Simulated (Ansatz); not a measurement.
**What strain does to TiO₂ (fluorite)**

TiO₂ (fluorite), relaxed with r2SCAN in the PAW code Ansatz. It is cubic, Fm-3m (No. 225); conventional cell a = 4.794 Å, 9.18 Å³ an atom. Ti has 8 O at 2.08 Å; O has 4 Ti at 2.08 Å.

The axes x, y and z are those of this cell:
```
Ti O
1.0
     0.00000    2.39683    2.39683
     2.39683    0.00000    2.39683
     2.39683    2.39683    0.00000
Ti O
1 2
Direct
  0.00000 0.00000 0.00000
  0.25000 0.25000 0.25000
  0.75000 0.75000 0.75000
```

Unstrained: With PBE the valence top lies at X and the conduction bottom at Γ, 1.145 eV higher; the smallest vertical gap, at X, is 1.850 eV. r2SCAN gives an indirect gap of 1.508 eV, from X to Γ; the least direct gap is 2.205 eV at X. HSE06 gives an indirect gap of 2.630 eV, from X to Γ; the least direct gap is 3.354 eV at X. Meshes: PBE 10×10×10, r2SCAN 10×10×10, HSE06 6×6×6. Strains are changes of length per length. After each strain the atoms were relaxed again with r2SCAN within the symmetry that the strain leaves, so tilts or polar shifts that break it weren't tested; points keep the names that they have in the unstrained zone. No spin polarisation and no zero-point or thermal motion; the cell was built from a prototype and may be hypothetical.

Changes of the least gap in eV (an overlap counts as a negative gap):
```tsv
strain	volume change (%)	space group	PBE	r2SCAN	HSE06	energy rise, r2SCAN (meV/atom)
epitaxial +3.16 % in the xy plane, free normal strain -0.73 %	+5.6	I4/mmm	-0.429	-0.454	-0.487	38.6
uniaxial -1.77 % along x	-1.8	I4/mmm	-0.175	-0.175	-0.176	6.1
biaxial +3.89 % in x and y, z held	+7.9	I4/mmm	-0.436	-0.465	-0.507	58.8
```

Epitaxial +3.16 % in the xy plane, free normal strain -0.73 %. HSE06: the gap goes from 2.630 to 2.143 eV (-0.487 eV). Stress change with r2SCAN, compression positive: xx -20.09, yy -20.09, zz +0.27 GPa.

Uniaxial -1.77 % along x, other directions held. HSE06: the gap goes from 2.630 to 2.454 eV (-0.176 eV). Stress change with r2SCAN, compression positive: xx +12.27, yy +1.60, zz +1.60 GPa.

Biaxial +3.89 % in x and y, z held. HSE06: the gap goes from 2.630 to 2.123 eV (-0.507 eV). Stress change with r2SCAN, compression positive: xx -24.23, yy -24.23, zz -4.76 GPa.

The meshes of the hybrids are coarse, so their gaps aren't converged to the digits shown.
